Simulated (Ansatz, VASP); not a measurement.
## One calculation of Nb, two programs

The input INCAR:

```
SYSTEM = Nb
ALGO     = Normal         ! electronic algorithm
EDIFF    = 1E-6           ! SCF threshold, eV
ENCUT    = 520            ! plane-wave cutoff, eV
GGA      = PE             ! functional
ISIF     = 2              ! what is computed and relaxed
ISMEAR   = -1             ! smearing method
LASPH    = .TRUE.         ! aspherical terms in the spheres
LCHARG   = .FALSE.        ! write CHGCAR
LREAL    = .FALSE.        ! projectors in reciprocal space
LWAVE    = .FALSE.        ! write WAVECAR
NBANDS   = 12             ! bands
NELM     = 60             ! most SCF steps
PREC     = Accurate       ! precision mode
SIGMA    = 0.03           ! smearing width, eV
```

Contents of KPOINTS:

```
k-points
0
G
  13 13 13
  0 0 0
```

The input POSCAR:

```
Nb
1.0
    2.7525092996      0.0000000000      0.0000000000
    0.0000000000      2.7525092996      0.0000000000
    0.0000000000      0.0000000000      2.7525092996
Nb
1
Direct
    0.0000000000      0.0000000000      0.0000000000
```

Input for Ansatz:

```yaml
crystal:
  lattice:
    - [2.7525092996, 0.0, 0.0]
    - [0.0, 2.7525092996, 0.0]
    - [0.0, 0.0, 2.7525092996]
  atoms:
    - { symbol: Nb, position: [0.0, 0.0, 0.0] }
kpoints:
  mp_grid: { grid: [13, 13, 13] }
scf:
  occupations: { method: fermi_dirac, width: 0.03 }
hamiltonian:
  xc: pbe
  pseudopotentials: { kind: all_electron, lapw: { basis_error: 0.0005 } }
output:
  forces: true
  stress: true
  eigenvalues: true
```

Change from the starting cell: volume scaled by 1.04.

Alike in both runs: task single point; functional PBE; k mesh 13 × 13 × 13; occupations fermi-dirac, width 0.03 eV; no spin polarisation.

|  | VASP | Ansatz |
| --- | --- | --- |
| version | VASP 6.6.1 | Ansatz 0.2.0 |
| potentials or method | VASP PAW PBE potentials, release 64 (Nb_sv) | all-electron LAPW, scalar-relativistic |
| plane-wave cutoff (eV) | 520 | see its input |

|  | VASP | Ansatz | Ansatz less VASP |
| --- | --- | --- | --- |
| pressure (GPa) | -5.0 | -4.8 | +0.18 |

Ansatz ran all-electron here, so the differences hold the error of VASP's frozen core and of both bases.
